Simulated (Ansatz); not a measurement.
# Molecular dynamics of Si

Input file:

```yaml
accuracy: low
crystal:
  lattice:
    - [0.0, 5.688954, 5.688954]
    - [5.688954, 0.0, 5.688954]
    - [5.688954, 5.688954, 0.0]
  atoms:
    - { symbol: Si, position: [-0.13586994, 0.47521052, -0.10688548] }
    - { symbol: Si, position: [0.12029924, 0.10055478, 0.20822437] }
    - { symbol: Si, position: [0.10532194, -0.29136793, 0.38158266] }
    - { symbol: Si, position: [0.19347721, -0.2851867, 0.90165615] }
    - { symbol: Si, position: [0.16683033, 0.40708253, 0.22979935] }
    - { symbol: Si, position: [-0.09148343, 0.87583282, 0.18015459] }
    - { symbol: Si, position: [0.19799518, 0.47471907, 0.62546499] }
    - { symbol: Si, position: [-0.13177822, 0.86621467, 0.72336541] }
    - { symbol: Si, position: [0.53943686, -0.01877108, -0.07614933] }
    - { symbol: Si, position: [0.48542445, 0.12435569, 0.11964119] }
    - { symbol: Si, position: [0.61833347, 0.04794609, 0.35653116] }
    - { symbol: Si, position: [0.75720466, 0.19934575, 0.3800094] }
    - { symbol: Si, position: [0.64768691, 0.49909976, -0.25746169] }
    - { symbol: Si, position: [0.46614182, 0.53603688, 0.17231468] }
    - { symbol: Si, position: [0.41810651, 0.41154347, 0.72769286] }
    - { symbol: Si, position: [0.62031172, 0.60749458, 0.43393237] }
basis:
  ecutwfc: 420.0
kpoints:
  mp_grid: { grid: [2, 2, 2] }
hamiltonian:
  xc: pbesol
scf:
  occupations: { method: fermi_dirac, width: 0.36 }
  lower_state_search: "off"
md:
  timestep: 1.5
  n_steps: 150
  ensemble: npt_langevin
  temperature: 2940.0
  initial_velocities: maxwell_boltzmann
  seed: 913145
  friction: 0.005
  pressure: 1.0
  fix_cell: [shape]
```

Run as:

```bash
$ ansatz run input.yaml --threads 1 --pin off --max-ram 3072MiB --backend cpu --events-out ev --progress --plain --runs-dir out
```

It goes on from the last frame of an earlier run, with new velocities.

Output, in part (step lines):

```
md step     0: t =     0.00 fs  T =  2756.3 K  F+E_penalty+E_count = -9930.11845690 eV  E_kin = 5.700366 eV  conserved = -9923.61671068 eV  P_inst = -0.3993 GPa  V = 368.2369 Å³  selection 1  (8 SCF iters)
md step     1: t =     1.50 fs  T =  2642.9 K  F+E_penalty+E_count = -9930.07112395 eV  E_kin = 5.465858 eV  conserved = -9923.61601891 eV  P_inst = -0.5254 GPa  V = 368.2627 Å³  selection 1  (7 SCF iters)
md step     2: t =     3.00 fs  T =  2710.0 K  F+E_penalty+E_count = -9930.05878028 eV  E_kin = 5.604766 eV  conserved = -9923.61572094 eV  P_inst = -0.5634 GPa  V = 368.2407 Å³  selection 1  (7 SCF iters)
md step     3: t =     4.50 fs  T =  2596.8 K  F+E_penalty+E_count = -9930.09876792 eV  E_kin = 5.370634 eV  conserved = -9923.61544471 eV  P_inst = -0.7334 GPa  V = 368.1310 Å³  selection 1  (7 SCF iters)
md step     4: t =     6.00 fs  T =  2544.9 K  F+E_penalty+E_count = -9930.19090973 eV  E_kin = 5.263280 eV  conserved = -9923.61526981 eV  P_inst = -0.9071 GPa  V = 368.0559 Å³  selection 1  (7 SCF iters)
md step     5: t =     7.50 fs  T =  2574.1 K  F+E_penalty+E_count = -9930.32305474 eV  E_kin = 5.323680 eV  conserved = -9923.61578418 eV  P_inst = -1.0554 GPa  V = 367.9765 Å³  selection 1  (5 SCF iters)
md step     6: t =     9.00 fs  T =  2759.3 K  F+E_penalty+E_count = -9930.48269482 eV  E_kin = 5.706575 eV  conserved = -9923.61677234 eV  P_inst = -1.1122 GPa  V = 367.8553 Å³  selection 1  (5 SCF iters)
md step     7: t =    10.50 fs  T =  2878.3 K  F+E_penalty+E_count = -9930.66287965 eV  E_kin = 5.952821 eV  conserved = -9923.61836453 eV  P_inst = -1.2199 GPa  V = 367.7764 Å³  selection 1  (5 SCF iters)
[... lines left out ...]
```

The steps, from the saved trajectory:

```csv
time (fs),T (K),potential energy less start (eV),conserved less start (meV/atom),P (GPa),volume (Å³)
0.0,2756,0.000,0.00,-0.4,368.2
7.5,2574,-0.205,0.06,-1.1,368.0
15.0,3210,-0.984,-0.23,-1.5,368.1
22.5,3514,-0.848,-0.31,-1.2,369.6
30.0,2812,0.123,-0.09,-0.8,370.9
37.5,2731,0.284,0.10,-1.1,371.5
45.0,3377,-0.737,-0.26,-2.5,371.7
52.5,3079,-1.041,-0.23,-3.5,371.9
60.0,3101,-0.771,-0.08,-3.2,371.4
67.5,3193,-0.741,-0.04,-2.9,371.2
75.0,3429,-1.066,-0.02,-2.7,370.4
82.5,3314,-1.573,-0.10,-2.5,369.1
90.0,3338,-1.691,-0.08,-1.8,367.8
97.5,3338,-1.646,0.01,-1.1,366.2
105.0,3642,-2.229,0.02,-1.4,364.6
112.5,3810,-3.224,-0.26,-2.5,362.7
120.0,3499,-3.210,-0.15,-2.9,361.2
127.5,2961,-2.541,0.08,-2.6,359.2
135.0,2704,-2.075,0.08,-2.1,357.0
142.5,2590,-2.027,0.03,-2.0,354.9
150.0,3009,-2.261,-0.02,-1.8,352.7
157.5,3409,-2.650,-0.01,-1.6,349.5
165.0,3643,-3.094,-0.12,-1.1,346.3
172.5,3889,-3.069,-0.02,-0.2,343.5
180.0,3912,-3.081,0.01,0.2,340.4
187.5,4197,-3.153,0.02,0.4,337.4
195.0,4158,-3.271,0.01,0.7,333.3
202.5,3762,-2.985,-0.04,1.4,329.6
210.0,3284,-1.926,0.14,2.8,326.1
217.5,3061,-1.216,0.35,3.8,322.3
225.0,3391,-2.279,-0.02,2.7,318.9
```

All steps were run. The conserved energy stayed within 0.35 meV per atom of its start (net change -0.02 meV per atom), so the integration is sound. The mean temperature of the second half is 17 % above the set value. A run of 0.23 ps of so small a system gives no equilibrium averages. Limits of this set-up: coarse k mesh, low accuracy level. The cell's volume went from 368 to 319 Å³.

Mean squared displacements from the first frame to the last, about the centre of mass, the cell's change included: Si 4.94 Å².

Last frame:

```xyz
16
Lattice="0.0000 5.4227 5.4227 5.4227 0.0000 5.4227 5.4227 5.4227 0.0000" Properties=species:S:1:pos:R:3
Si 1.692 -1.688 2.015
Si 2.939 0.147 3.792
Si -0.312 2.491 -0.442
Si 1.808 6.896 -0.074
Si 4.503 2.537 0.278
Si 4.537 1.746 2.980
Si 5.316 4.895 4.296
Si 7.371 3.911 5.102
Si -2.498 2.026 3.654
Si 0.538 4.306 5.405
Si 3.995 3.716 2.245
Si 3.341 5.574 5.738
Si 0.509 -0.853 7.308
Si 2.675 3.547 4.227
Si 5.177 7.728 3.678
Si 4.910 2.330 6.999
```

Time of the run: 11 min on 1 thread of Intel(R) Xeon(R) 6975P-C (Granite Rapids) (shared host), peak memory 0.87 GiB.
